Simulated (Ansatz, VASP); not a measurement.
**Two plane-wave programs on BAs**

INCAR

```
PREC     = Accurate       # precision mode
ENCUT    = 520            # plane-wave cutoff, eV
EDIFF    = 1E-8           # SCF threshold, eV
ISMEAR   = -1             # smearing method
SIGMA    = 0.05           # smearing width, eV
LREAL    = False          # projectors in reciprocal space
LASPH    = True           # aspherical terms in the spheres
NELM     = 60             # most SCF steps
ALGO     = Normal         # electronic algorithm
ISIF     = 2              # what is computed and relaxed
LWAVE    = False          # write WAVECAR
LCHARG   = False          # write CHGCAR
GGA      = PE             # functional
LEFG     = True         
NBANDS   = 11             # bands
```

The input KPOINTS:

```
regular mesh
0
Gamma
  14 14 14
```

POSCAR

```
BAs
1.0
    0.0000000000      2.3372040735      2.3372040735
    2.3372040735      0.0000000000      2.3372040735
    2.3372040735      2.3372040735      0.0000000000
B As
1 1
Direct
    0.0000000000      0.0000000000      0.0000000000
    0.5000000000      0.5000000000      0.5000000000
```

Input for Ansatz:

```yaml
crystal:
  lattice:
    - [0.0, 2.3372040735, 2.3372040735]
    - [2.3372040735, 0.0, 2.3372040735]
    - [2.3372040735, 2.3372040735, 0.0]
  atoms:
    - { symbol: B, position: [0.0, 0.0, 0.0] }
    - { symbol: As, position: [0.5, 0.5, 0.5] }
kpoints:
  mp_grid: { grid: [14, 14, 14] }
scf:
  occupations: { method: fermi_dirac, width: 0.05 }
hamiltonian:
  xc: pbe
  pseudopotentials: { kind: paw }
output:
  forces: true
  stress: true
  eigenvalues: true
  efg: { contact_densities: true }
```

Change from the starting cell: volume scaled by 1.04, PAW files.

Alike in both runs: task electric field gradients; functional PBE; k mesh 14 × 14 × 14; occupations fermi-dirac, width 0.05 eV; no spin polarisation.

|  | VASP | Ansatz |
| --- | --- | --- |
| version | VASP 6.6.1 | Ansatz 0.2.0 |
| potentials or method | VASP PAW PBE potentials, release 64 (B, As) | PAW with Ansatz's default frozen-core files, scalar-relativistic |
| plane-wave cutoff (eV) | 520 | 420 |
| valence electrons in the cell | 8 | 18 |

```csv
,VASP,Ansatz,Ansatz less VASP
pressure (GPa),-4.4,-4.7,-0.26
Vzz of the field gradient on the site that differs most (V/Å²),0.0,0.0,0.00
```

The two sets of potentials don't hold the same shells in valence.
